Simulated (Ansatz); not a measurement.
**InSe (P6_3/mmc), a vibration from a frozen displacement**

The calculation used DFT PBE+D3(BJ), scalar-relativistic, plane waves, PAW (Ansatz 0.2.0). The runs took a 420 eV cutoff, a Γ-centred 12×12×2 mesh and Gaussian smearing (0.03 eV). No spin polarisation. Energies are free energies at this smearing, counted from the undisturbed cell; pressure is positive in compression.

Reference structure (relaxed at this level):

```
In Se
1.0
     4.03177    0.00000    0.00000
    -2.01589    3.49162    0.00000
     0.00000    0.00000   16.76237
In Se
4 4
Direct
  0.33333 0.66667 0.16666
  0.66667 0.33333 0.66666
  0.33333 0.66667 0.33334
  0.66667 0.33333 0.83334
  0.33333 0.66667 0.58987
  0.66667 0.33333 0.08987
  0.33333 0.66667 0.91013
  0.66667 0.33333 0.41013
```

Every In atom is moved by x along the Cartesian unit vector (0.000, 1.000, 0.000); the cell and all other atoms stay fixed. The cell's volume is 235.97 Å³; the moved atoms weigh 459.272 u together and the others 315.884 u.

| x (Å) | ΔE (meV/cell) | total force on the moved atoms along the move (eV/Å) | pressure (GPa) |
| --- | --- | --- | --- |
| -0.1000 | 100.14 | 2.0084 | 0.2039 |
| -0.0500 | 24.98 | 1.0002 | 0.0502 |
| 0.0000 | 0.00 | 0.0000 | -0.0009 |
| 0.0250 | 6.24 | -0.4994 | 0.0119 |
| 0.0750 | 56.26 | -1.5026 | 0.1142 |

What frequency belongs to this motion?

The force constant is k = −dF/dx = 19.985 eV/Å², from the parabola through x = -0.0500, 0 and 0.0250. In every cell the moved atoms swing against the rest, so the mass is μ = m₁m₂/(m₁ + m₂) = 187.158 u, and ν̃ = 521.5 cm⁻¹ × √(|k|/μ) = 170 cm⁻¹. To first order in x, and within 1 %, the force on every atom lies along the move and, within each of the two groups, in proportion to the atom's mass, so this is itself a mode at the zone centre of this cell, taken without macroscopic field (the transverse frequency in a polar insulator).

How far does the harmonic law reach?

At x = -0.100 Å, kx²/2 = 99.93 meV against the computed 100.14 meV (+0.2 %): the well is still close to harmonic there.

The 170 cm⁻¹ mode is the in-plane polar vibration of InSe, with the indium and selenium sublattices moving in opposition. Both atoms of each In–In pair move together, so that bond is neither stretched nor tilted. The restoring force therefore comes mainly from stretching and bending the polar-covalent In–Se bonds within the layers, with probably only a small contribution from the weak contacts between them. Because the dipoles of the two layers add, the mode is infrared-active.

Inversion symmetry makes the energy even in x, cancelling the cubic terms that a single layer would allow along this direction. The slight excess over the parabola at -0.100 Å thus points to a weak quartic hardening. The pressure rises nearly as the square of the displacement, whichever its sign, which means that the force constant falls as the cell expands, the usual sign for a bond-stretching mode. Pressure alone does not show how much of this volume dependence comes from strain within the layers and how much from their spacing.
